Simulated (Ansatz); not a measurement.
# InSe: the cost of one run

Method: DFT PBE+D3(BJ), scalar-relativistic, plane waves, PAW, in Ansatz 0.2.0.

The COD entry's cell or inner coordinates are ideal or old and differ from later refinements, so a difference from it is no clean test against experiment.

1 further run of the same task is left out (set aside as unsound or not needed).

### Step 1. The system as given

It takes space group R3m (No. 160, trigonal). The conventional cell has a = 4.037 Å, b = 4.037 Å, c = 24.908 Å, α = 90.00°, β = 90.00°, γ = 120.00°. In (site symmetry 3m) is surrounded by 3 Se at 2.66 Å and 1 In at 2.79 Å. Se (site symmetry 3m) has 3 In at 2.66 Å as nearest neighbours.

As a file:

```
CELL_PARAMETERS angstrom
2.01849 1.16538 8.30272
-2.01849 1.16538 8.30272
0.00000 -2.33075 8.30272
ATOMIC_POSITIONS crystal
In 0.99961 0.99961 0.99961
In 0.11176 0.11176 0.11176
Se 0.61472 0.61472 0.61472
Se 0.82990 0.82990 0.82990
```

This cell was relaxed beforehand with the same method: volume 29.30 Å³/atom, gap on the mesh 0.30 eV.

### Step 2. Volume × 0.97

Contents of input.yaml:

```yaml
crystal:
  lattice:
    - [1.9980985555, 1.1536027389, 8.2188457067]
    - [-1.9980985555, 1.1536027389, 8.2188457067]
    - [0.0, -2.3072054778, 8.2188457067]
  atoms:
    - { symbol: In, position: [-0.0003856653, -0.0003856653, -0.0003856653] }
    - { symbol: In, position: [0.1117587351, 0.1117587351, 0.1117587351] }
    - { symbol: Se, position: [0.6147242529, 0.6147242529, 0.6147242529] }
    - { symbol: Se, position: [0.8299026773, 0.8299026773, 0.8299026773] }
basis:
  ecutwfc: 420
kpoints:
  mp_grid: { grid: [12, 12, 12] }
hamiltonian:
  xc: pbe
  dispersion: d3bj
scf:
  occupations: { method: gaussian, width: 0.02 }
output:
  forces: true
  stress: true
  eigenvalues: true
  write_density: true
  write_potential: true
  elf: true
  volumetric_format: npy
relax:
  adjacent_minimum: "off"
  f_tol: 0.01
  max_steps: 30
  cell: { stress_tol: 0.1, fix: [volume] }
```

On the command line:

```
> ansatz run input.yaml --threads 2 --pin off --max-ram 5120MiB --backend cpu --events-out ev --progress --plain --runs-dir out
```

**Question.** How long does this run take on 2 threads of AMD EPYC 9R45 (Zen 5), shared host, and how much memory does it need?

About 51 s, with a peak of 0.89 GiB.
